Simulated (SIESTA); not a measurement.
In:

```xyz
1
Lattice="-1.8825 1.8825 1.8825 1.8825 -1.8825 1.8825 1.8825 1.8825 -1.8825" Properties=species:S:1:pos:R:3 pbc="T T T"
In    0.0000    0.0000    0.0000
```

This isn't the form of In at room conditions, which is tetragonal.

- Program: SIESTA 5.4.2
- Task: single point
- Functional: PBE
- Potentials or basis: PseudoDojo 0.4 standard (PBE files)
- Basis: DZP (energy shift 0.003 Ry; two zetas on semicore shells)
- Grid cutoff: 500 Ry
- Energy shift: 0.003 Ry
- k mesh: 10 × 10 × 10
- Occupations: fermi-dirac, width 0.05 eV
- Spin: no spin polarisation

On this cell: pressure 1.4 GPa; band gap on the k mesh none (metal or under the smearing width).

The same run follows on a disturbed copy (cell strained at random at fixed volume):

```xyz
1
Lattice="-1.8698 1.8571 1.9139 1.8335 -1.9128 1.9333 1.8585 1.9016 -1.9695" Properties=species:S:1:pos:R:3 pbc="T T T"
In   -0.0011    0.0068   -0.0073
```

Q: What does the disturbed cell give?

A: The energy (extrapolated to zero smearing) moves by +2.1 meV/atom; pressure 1.5 GPa; band gap on the k mesh none (metal or under the smearing width).

Stress tensor (GPa, compression positive):
```
 2.01 -0.10  0.25
-0.10  1.34  0.50
 0.25  0.50  1.23
```

Caveats: the basis of atomic orbitals isn't converged, which shifts pressures, moduli and gaps.
